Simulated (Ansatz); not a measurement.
**A computed series for ZnTe: response to strain**

The parent structure is ZnTe in the zinc blende structure (space group F-43m, No. 216; a = 6.179 Å).

Strains are applied to the cell and any free atomic positions relax.

Computed with plane-wave PAW DFT at the PBE level (Ansatz, a first-principles code, 420 eV), no spin-orbit coupling, earlier PAW set.

```json
[
 {"isotropic strain (%)": "-2.62", "band gap (eV)": "1.45"},
 {"isotropic strain (%)": "0", "band gap (eV)": "1.07"},
 {"isotropic strain (%)": "0.78", "band gap (eV)": "?"},
 {"isotropic strain (%)": "2.12", "band gap (eV)": "0.80"}
]
```

Task: Fit E_g = E₀ + Dε (ε in %) to the rows shown and predict the withheld row.

Result: Least squares on the printed values gives E₀ = 1.08 eV, D = -137 meV per % of strain (largest residual 0.01 eV); this predicts 0.98 eV, and the run gives 0.97 eV, in agreement.

With Te present, leaving out spin-orbit coupling can change the band edges. Stability against distortions was not tested.
